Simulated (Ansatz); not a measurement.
## SnO₂ (distorted cell): a single point, step by step

With Ansatz's Python interface.

The script reads `sno2.cif`:
```cif
data_SnO2
_cell_length_a 4.866505
_cell_length_b 4.626041
_cell_length_c 3.230318
_cell_angle_alpha 88.21625
_cell_angle_beta 90.10480
_cell_angle_gamma 91.97158
_symmetry_space_group_name_H-M 'P 1'
_symmetry_Int_Tables_number 1
loop_
_symmetry_equiv_pos_as_xyz
'x, y, z'
loop_
_atom_site_label
_atom_site_type_symbol
_atom_site_fract_x
_atom_site_fract_y
_atom_site_fract_z
Sn1 Sn    0.996770    0.992070    0.992500
Sn2 Sn    0.499340    0.501650    0.503340
O3 O    0.311100    0.307230    0.000000
O4 O    0.191870    0.806480    0.503620
O5 O    0.688050    0.695270    0.987260
O6 O    0.803930    0.191140    0.504110
```

Interactive session:
```pycon
>>> import warnings
>>> import ansatz as az
>>> from ase.io import read
>>> import matplotlib.pyplot as plt
>>> import numpy as np
>>> import pandas as pd
>>> warnings.simplefilter("ignore", az.DeckWarning)
>>> atoms = read("sno2.cif")
>>> crystal = az.Crystal.from_ase(atoms)
>>> # functional, basis and sampling
>>> base = crystal.calculation()
>>> base = base.functional(az.Functional.PBE)
>>> base = base.pseudopotentials("paw").basis(470)
>>> base = base.kpoints(length=10).occupations("Fixed")
>>> base = base.density()
>>> base = base.stress().forces()
>>> base = base.density_of_states(energy_step=0.2, nscf_kmesh_spacing=0.24)
>>> base = base.band_table()
>>> res = base.run()

>>> data = res.report
>>> data["converged"], data["free_energy_ev"]
(True, -14317.686610718347)
>>> print(f"free energy      {data['free_energy_ev']:.5f} eV")
free energy      -14317.68661 eV
>>> print(f"per atom         {data['free_energy_ev'] / len(res.lattice.sites):.5f} eV")
per atom         -2386.28110 eV
>>> print(f"SCF iterations   {data['n_iterations']}  (converged: {data['converged']})")
SCF iterations   6  (converged: True)
>>> rho = res.density()
>>> total = sum(ch.density_e_per_ang3 for ch in rho.channels[:2]) if len(rho.channels) < 3 else rho.channels[0].density_e_per_ang3
>>> print("grid", rho.dims, "electrons", round(float(total.mean() * rho.cell_volume_ang3), 4))
grid (36, 36, 24) electrons 52.0
>>> profile = total.mean(axis=(1, 2))
>>> print("planar average along grid axis 0 (e/A^3):")
planar average along grid axis 0 (e/A^3):
>>> print(np.array2string(profile[:: max(len(profile) // 16, 1)], precision=4))
[0.9276 0.7404 0.5787 0.646  0.7291 0.7339 0.6623 0.6096 0.7721 0.9343
 0.7659 0.6096 0.6706 0.7487 0.7388 0.6478 0.5939 0.7754]
>>> # pressure is a third of the trace
>>> stress = np.array(data["stress_gpa"])
>>> print(f"pressure {np.trace(stress) / 3:.3f} GPa")
pressure 7.398 GPa
>>> print("stress tensor, GPa, positive in compression")
stress tensor, GPa, positive in compression
>>> np.round(stress, 3) + 0.0
array([[ 5.512,  6.78 ,  0.34 ],
       [ 6.78 ,  9.343, -2.952],
       [ 0.34 , -2.952,  7.34 ]])
>>> # forces in eV per angstrom
>>> table = pd.DataFrame(data["forces_ev_ang"], columns=["fx", "fy", "fz"])
>>> table.insert(0, "atom", [site["symbol"] for site in data["lattice"]["sites"]])
>>> table.round(4)
  atom      fx      fy      fz
0   Sn  0.4923  0.9525  0.5837
1   Sn -0.0629 -0.4101 -0.6835
2    O -0.5474 -0.4688  0.3646
3    O  0.0824 -0.2381 -0.2645
4    O  0.0183 -0.0198  0.5699
5    O  0.0173  0.1844 -0.5703
>>> dos = res.density_of_states()
>>> energy = np.asarray(dos.energies_ev) - dos.fermi_ev
>>> top = min(levels[-1] for levels in data["eigenvalues_ev"]) - dos.fermi_ev  # the computed bands end here
>>> fig, ax = plt.subplots(figsize=(5, 3.2))
>>> for spin, channel in enumerate(dos.channels):
...     ax.plot(energy, (-1) ** spin * np.asarray(channel.g_bin_mean_per_ev), lw=1)
...
[<matplotlib.lines.Line2D object at 0x...>]
>>> ax.axvline(0, color="k", ls=":")
<matplotlib.lines.Line2D object at 0x...>
>>> ax.set(xlim=(-6, min(6, top)), xlabel="E - E_F (eV)", ylabel="states/eV", title="SnO2")
[(-6.0, 6.0), Text(0.5, 0, 'E - E_F (eV)'), Text(0, 0.5, 'states/eV'), Text(0.5, 1.0, 'SnO2')]
>>> fig.tight_layout()
>>> fig.savefig("dos.png", dpi=100)
>>> print("states below E_F:", round(float(np.interp(0.0, energy, dos.spin_summed_integrated)), 3))
states below E_F: 51.997
```

Notes:
- Total energies depend on the potentials; only differences at equal settings carry meaning.
- Along an axis with an odd division the mesh misses the point at one half; a gap read on a finite mesh is an upper bound on this functional's gap.
- Semilocal gaps usually lie well under measured ones.
- The count of states below the Fermi level is interpolated on the energy grid.
- Under fixed occupations the level called the Fermi level is the highest filled one on the SCF mesh; off the mesh a filled band can lie a little above it.
- Energy and stress may still move on a finer k-point mesh.
- The crystal has a gap of about 1.02 eV on the mesh; bins of finite width blur the band edges.
- Grid values close to the nuclei reflect the PAW or pseudopotential construction, not the all-electron fields.
- The cell is a database structure, distorted on purpose.
- The density of states is complete only as far up as bands were computed.
- Timing: 19 s on 1 thread of Arm Neoverse V2, with other jobs on the host, peak memory 0.63 GiB.

(Lines on the test bed's own set-up are left out of the output.)
